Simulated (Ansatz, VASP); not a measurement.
**Two plane-wave programs on Ru**

```xyz
2
Lattice="2.7058 0.0000 0.0000 -1.3529 2.3433 0.0000 0.0000 0.0000 4.2819" Properties=species:S:1:pos:R:3 pbc="T T T"
Ru   -0.0407    1.6041    1.1094
Ru    1.3899    0.8195    3.2202
```

Alike in both runs: task relaxation of cell and atoms; functional PBEsol; k mesh 9 × 9 × 5; occupations fermi-dirac, width 0.05 eV; no spin polarisation.

|  | VASP | Ansatz |
| --- | --- | --- |
| version | VASP 6.6.1 | Ansatz 0.2.0 |
| potentials or method | VASP PAW PBE potentials, release 64 (Ru_pv) | PAW with Ansatz's default frozen-core files, scalar-relativistic |
| plane-wave cutoff (eV) | 600 | 420 |
| valence electrons in the cell | 28 | 32 |

|  | VASP | Ansatz | Ansatz less VASP |
| --- | --- | --- | --- |
| relaxed volume (Å³/atom) | 13.31 | 13.31 | +0.003 |
| relaxed cell length with the largest relative difference (Å) | 4.253 | 4.254 | +0.0009 |
| energy change over the relaxation (meV/atom) | -18 | -18 | +0.2 |

The two sets of potentials don't hold the same shells in valence. Ansatz warned: «gradients_without_spin_orbit».

Caveats: the PAW data sets were made with another functional, which shifts forces and pressure a little (VASP).
